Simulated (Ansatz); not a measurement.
Ansatz input file:

```yaml
crystal:
  lattice:
    - [6.7482663778, 0.0, 0.0]
    - [-3.3741331889, 5.8441701146, 0.0]
    - [0.0, 0.0, 3.7709228305]
  atoms:
    - { symbol: Ba, position: [0.33333333, 0.66666667, 0.5] }
    - { symbol: Ba, position: [0.66666667, 0.33333333, 0.5] }
basis:
  ecutwfc: 420
kpoints:
  mp_grid: { grid: [9, 9, 12] }
hamiltonian:
  xc: pbesol
scf:
  occupations: { method: gaussian, width: 0.1 }
output:
  forces: true
  stress: true
  eigenvalues: true
  populations: true
```

Run as
```bash
ansatz run input.yaml --threads 1 --pin off --max-ram 2560MiB --backend cpu --events-out ev --progress --plain --runs-dir out
```

Computed with Ansatz, DFT PBEsol, scalar-relativistic, plane waves, PAW.

Abridged output:

```
Pseudopotentials: kind: paw
Pseudopotential: Ba, paw, valence charge 10, recommended cutoff 420 eV (normal)
Functional definition: PBEsol
Crystal: 2 atoms, lattice volume = 148.718 Å³
Basis set: ecut = 420 eV, 2881 PW (Γ), exchange–correlation on 96×96×54 points (8 copies of the dense FFT grid, shifted against one another)
Bands: 14, of which v1, the nominal top of the filled ones, is band 10 counted from 1 (9 counted from 0)
Symmetry: 24 space group operations
Space group: P6/mmm (ITA 191), of the structure as read, at distance tolerance 5.3e-5 Å
k-points: 84 of 972
Initial density: superposition of atomic densities (neutral atoms: chi_scale 0, normalization atom), corrected by the library's trained network
Initial wavefunctions: pseudopotential atomic-orbital guess
Functional: x = pbesol(κ = 0.804, μ = 0.12345679), c = pbesol(β = 0.046)
SCF iter   1: F=—  HF=-11723.683947 eV  |F-HF|=—  |Δ(HF+E_count)|=         —  Δρ=1.36e-3  dr2=2.44e-3  ethr=1.77e-3  ⟨swp⟩=6.5  Hψ=7786  notcnv=0
SCF iter   2: F=—  HF=-11723.684582 eV  |F-HF|=—  |Δ(HF+E_count)|=   6.36e-4  Δρ=8.10e-4  dr2=1.21e-3  ethr=1.22e-5  ⟨swp⟩=2.1  Hψ=2546  notcnv=0
SCF iter   3: F=—  HF=-11723.684950 eV  |F-HF|=—  |Δ(HF+E_count)|=   3.68e-4  Δρ=2.36e-4  dr2=1.95e-4  ethr=6.05e-6  ⟨swp⟩=1.5  Hψ=1221  notcnv=0
SCF iter   4: F=—  HF=-11723.685004 eV  |F-HF|=—  |Δ(HF+E_count)|=   5.43e-5  Δρ=1.05e-4  dr2=4.09e-5  ethr=9.77e-7  ⟨swp⟩=1.7  Hψ=1255  notcnv=0
SCF iter   5: F=—  HF=-11723.685006 eV  |F-HF|=—  |Δ(HF+E_count)|=   1.93e-6  Δρ=2.69e-5  dr2=2.79e-6  ethr=2.05e-7  ⟨swp⟩=2.1  Hψ=1410  notcnv=0
SCF iter   6: F=—  HF=-11723.685007 eV  |F-HF|=—  |Δ(HF+E_count)|=   5.82e-7  Δρ=7.84e-6  dr2=1.30e-7  ethr=1.40e-8  ⟨swp⟩=2.1  Hψ=1396  notcnv=0
SCF iter   7: F=-11723.685007 eV  HF=-11723.685007 eV  |F-HF|=8.64e-10  |Δ(HF+E_count)|=   5.61e-8  Δρ=2.00e-6  dr2=1.31e-8  ethr=5.00e-10  ⟨swp⟩=5.6  Hψ=5862  notcnv=0
SCF 1 converged in 7 iterations: F = -11723.685007 eV  dr2 = 1.31e-8
SCF converged after 7 iterations
Free energy (F): -11723.685007 eV
Harris-Foulkes:  -11723.685007 eV  (|F-HF|=8.64e-10)
Internal energy: -11723.655914 eV  (E = F + TS)
E sigma→0 (E₀):  -11723.670460 eV
Entropy (-TS):   -0.029093 eV (-14.547 meV/atom)
Fermi energy:    4.288678 eV
--- Per-component energies (eV) ---
  E_band       = -203.791528
  E_kinetic    = 334.052479
  E_local      = -985.150505  (includes V_loc(G=0)·N_el)
  E_nonlocal   = 117.319021
  E_hartree    = 335.196851
  E_xc         = -329.955495
  E_vxc        = -266.391252  (∫ρ·V_xc dr)
  E_paw        = -10281.099608  (= ΣΔE_a)
  E_vpaw       = -74.015163  (= ΣTr[D̂ρ^β])
  E_aug_tail   = -0.000004  (compensation charges beyond the density's cutoff)
  E_ewald      = -914.321519
  E_core_change = 0.302866  (= ΣΔE_core)
  E_smearing   = -0.029093  (= −TS)
--- Forces (eV/Å), atoms counted from 1 ---
  atom   1  Ba     0.00000000     0.00000000     0.00000000
  atom   2  Ba     0.00000000     0.00000000     0.00000000
--- Stress (GPa, compression-positive) ---
       -0.046844       0.000000       0.000000
        0.000000      -0.046844       0.000000
        0.000000       0.000000      -0.152802
  P = ⅓ Tr σ = -0.0822 GPa (-0.822 kbar)
--- Band table (eV; the first three rows and the last of 84) ---
  k-point 0: bands = ["-24.8781", "-24.7735", "-10.3118", "-10.3118", "-9.7828", "-9.7828", "-9.4843", "-9.3746", "2.0418", "4.3278", "4.6513", "5.0799", "5.0799", "5.4920"]
  k-point 1: bands = ["-24.8717", "-24.7673", "-10.3026", "-10.3026", "-9.7755", "-9.7755", "-9.5616", "-9.4459", "2.1670", "4.4785", "4.8945", "5.1175", "5.1175", "5.4418"]
  k-point 2: bands = ["-24.8539", "-24.7502", "-10.2772", "-10.2772", "-9.7652", "-9.7554", "-9.7554", "-9.6346", "2.4994", "4.9140", "5.2201", "5.2201", "5.2242", "5.2242"]
  k-point 83: bands = ["-24.7297", "-24.7297", "-10.4216", "-10.4216", "-10.2310", "-9.9253", "-9.9253", "-9.6020", "3.4663", "4.4140", "4.4140", "5.0459", "5.4941", "5.4941"]
--- Löwdin populations: 2 sites ---
  site symbol q [e]
     0     Ba      8.9751
     1     Ba      8.9751
  spilling = 0.102486 (of n_electrons = 20.000000)
```

Self-consistency was reached.